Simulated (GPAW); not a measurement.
ZrS2:

```
Zr S
1.0
     3.69138    0.00000    0.00000
    -1.84569    3.19683    0.00000
     0.00000    0.00000    6.04108
Zr S
1 2
Direct
  0.00000 0.00000 0.00000
  0.33333 0.66667 0.23791
  0.66667 0.33333 0.76209
```

The cell is a database's computed one.

| Property | Result |
| --- | --- |
| Program | GPAW 26.7.0 |
| Task | relaxation of cell and atoms |
| Functional | revPBE |
| Dispersion | D3(BJ) |
| Potentials or basis | the program's PAW data sets (release 1.2.1) made for this functional |
| Cutoff | 600 eV |
| Basis | pw |
| k mesh | 6 × 6 × 3 |
| Occupations | fermi-dirac, width 0.05 eV |
| Spin | no spin polarisation |

At the start: pressure -2.9 GPa; volume 23.76 Å³/atom.

Where does the relaxation end?

Over 11 steps the energy falls by 34.0 meV/atom and the volume is 20.95 Å³/atom (-11.8 %); space group P-3m1 (No. 164, to 0.05 Å).

The path:
```csv
step,energy change (eV),largest force (eV/Å),pressure (GPa),volume (Å³)
1,0.0000,0.0955,-2.93,71.29
2,-0.0077,0.1499,-2.48,70.85
3,-0.0349,0.4641,0.55,67.86
4,-0.0411,0.4421,0.74,67.34
5,-0.0662,0.0833,0.54,64.79
6,-0.0700,0.0129,0.00,64.78
7,-0.0778,0.1652,-0.98,64.71
8,-0.0864,0.2564,-1.52,64.27
9,-0.0960,0.2583,-1.43,63.38
10,-0.1008,0.1274,-0.76,63.02
11,-0.1020,0.0069,-0.08,62.85
```

Final structure:
```yaml
crystal:
  lattice:
    - [3.61354, 0.00000, 0.00000]
    - [-1.80677, 3.12942, 0.00000]
    - [0.00000, 0.00000, 5.55757]
  atoms:
    - { symbol: Zr, position: [0.00000, 0.00000, 0.00000] }
    - { symbol: S, position: [0.33333, 0.66667, 0.26338] }
    - { symbol: S, position: [0.66667, 0.33333, 0.73662] }
```

Caveat: later steps reuse the first step's grids.
